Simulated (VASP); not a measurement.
KF (Carobbiite):

```
K F
1.0
     0.00000    2.67185    2.67185
     2.67185    0.00000    2.67185
     2.67185    2.67185    0.00000
K F
1 1
Direct
  0.00000 0.00000 0.00000
  0.50000 0.50000 0.50000
```

| Quantity | Value |
| --- | --- |
| Program | VASP 6.6.1 |
| Task | relaxation of cell and atoms |
| Functional | PBE |
| Potentials or basis | VASP PAW PBE potentials, release 64 (K_sv, F) |
| Cutoff | 600 eV |
| k mesh | 10 × 10 × 10 |
| Occupations | gaussian, width 0.03 eV |
| Spin | no spin polarisation |

At the start: pressure 1.4 GPa; volume 19.07 Å³/atom.

Task: Where does the relaxation end?

Result: Over 4 steps the energy falls by 3.5 meV/atom and the volume is 19.92 Å³/atom (+4.4 %); space group Fm-3m (No. 225, to 0.05 Å).

Step by step:
```
step  energy change (eV)  largest force (eV/Å)  pressure (GPa)  volume (Å³)
   1              0.0000                0.0000            1.41        38.15
   2             -0.0057                0.0000            0.58        39.08
   3             -0.0069                0.0000           -0.11        39.98
   4             -0.0070                0.0000            0.00        39.83
```

Final structure:
```xyz
2
Lattice="0.0000 2.7107 2.7107 2.7107 0.0000 2.7107 2.7107 2.7107 0.0000" Properties=species:S:1:pos:R:3 pbc="T T T"
K     0.0000    0.0000    0.0000
F     2.7107    2.7107    2.7107
```
